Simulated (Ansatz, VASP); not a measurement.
One calculation of ZrS, two programs

```
Zr S
1.0
     0.00000    2.62500    2.62500
     2.62500    0.00000    2.62500
     2.62500    2.62500    0.00000
Zr S
1 1
Direct
  0.00000 0.00000 0.00000
  0.50000 0.50000 0.50000
```

Alike in both runs: task single point; functional r2SCAN; k mesh 14 × 14 × 14; occupations gaussian, width 0.2 eV; no spin polarisation.

```csv
,VASP,Ansatz
version,VASP 6.6.1,Ansatz 0.2.0
potentials or method,"VASP PAW PBE potentials, release 64 (Zr_sv, S)","scalar-relativistic, plane waves, PAW"
plane-wave cutoff (eV),520,500
valence electrons in the cell,18,18
```

```csv
,VASP,Ansatz,Ansatz less VASP
gap on the k mesh at the Fermi level (eV),none,none,-
pressure (GPa),-1.9,-1.9,0.00
```

A gap of «none» marks a metal or a gap that the smearing closes.

Caveats: the PAW data sets were made with another functional, which shifts forces and pressure a little (VASP).
